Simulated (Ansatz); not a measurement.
The system is TiC.

```xyz
2
Lattice="3.0421 0.0000 0.0000 -1.5210 2.6345 0.0000 0.0000 0.0000 2.6980" Properties=species:S:1:pos:R:3 pbc="T T T"
Ti    0.0000    0.0000    1.3490
C     0.0000    1.7564    0.0000
```

The cell was built by a generator and needn't be a form met in nature.

* Program: Ansatz 0.2.0
* Task: relaxation of cell and atoms
* Functional: PBEsol
* Potentials or basis: Ansatz PAW
* Cutoff: 420 eV (not typed: the program's choice for these potentials)
* k mesh: 10 × 10 × 10
* Occupations: fermi-dirac, width 0.05 eV
* Spin: no spin polarisation

At the start: volume 10.81 Å³/atom.

Q: How do energy, volume and symmetry change on relaxing?

A: It ends after 4 steps and the volume is 10.51 Å³/atom (-2.8 %); space group P-6m2 (No. 187, to 0.05 Å).

The path:
```csv
step,energy change (eV),largest force (eV/Å),volume (Å³)
1,0.0000,0.0000,21.62
2,-0.0122,0.0000,21.07
3,-0.0124,0.0000,21.03
4,-0.0116,0.0000,21.03
```

Final structure:
```
Ti C
1.0
     3.01172    0.00000    0.00000
    -1.50586    2.60822    0.00000
     0.00000    0.00000    2.67683
Ti C
1 1
Direct
  0.00000 0.00000 0.50000
  0.33333 0.66667 0.00000
```

Caveat: the plane-wave basis is chosen anew once the cell has moved, so the energies of steps on either side of that aren't comparable; the PAW data sets come from PBE, with cores solved anew for the run's functional, which leaves a small shift of forces and pressure.
